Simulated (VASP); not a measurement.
The system is La2O3.

```
La O
1.0
     6.26678    0.00000    0.00000
    -3.13339    5.42719    0.00000
     0.00000    0.00000    3.29977
La O
2 3
Direct
  0.66667 0.33333 0.50000
  0.33333 0.66667 0.50000
  0.50801 0.00000 0.00000
  0.00000 0.50801 0.00000
  0.49199 0.49199 0.00000
```

The cell comes from a database or a generator and needn't be the stable form of this composition.

Base run:

* Program: VASP 6.6.1
* Functional: LDA
* Potentials or basis: VASP PAW LDA potentials, release 64 (La, O)
* Cutoff: 520 eV
* k mesh: 6 × 6 × 8
* Occupations: gaussian, width 0.02 eV
* Spin: no spin polarisation

Its results: band gap on the k mesh 1.38 eV, indirect (least direct gap 1.90 eV); pressure -3.3 GPa; largest force 0.073 eV/Å.

Q: The run is repeated on the same cell with these changes: functional from LDA to r2SCAN; potentials or basis from VASP PAW LDA potentials, release 64 (La, O) to VASP PAW PBE potentials, release 64 (La, O). What comes out?

A: Band gap on the k mesh 1.88 eV, indirect (least direct gap 2.41 eV); pressure 1.1 GPa; largest force 0.052 eV/Å.

Caveats: spin-orbit coupling is left out, which moves the levels of the heavy elements; the PAW data sets were made with another functional, which shifts forces and pressure a little (some runs).
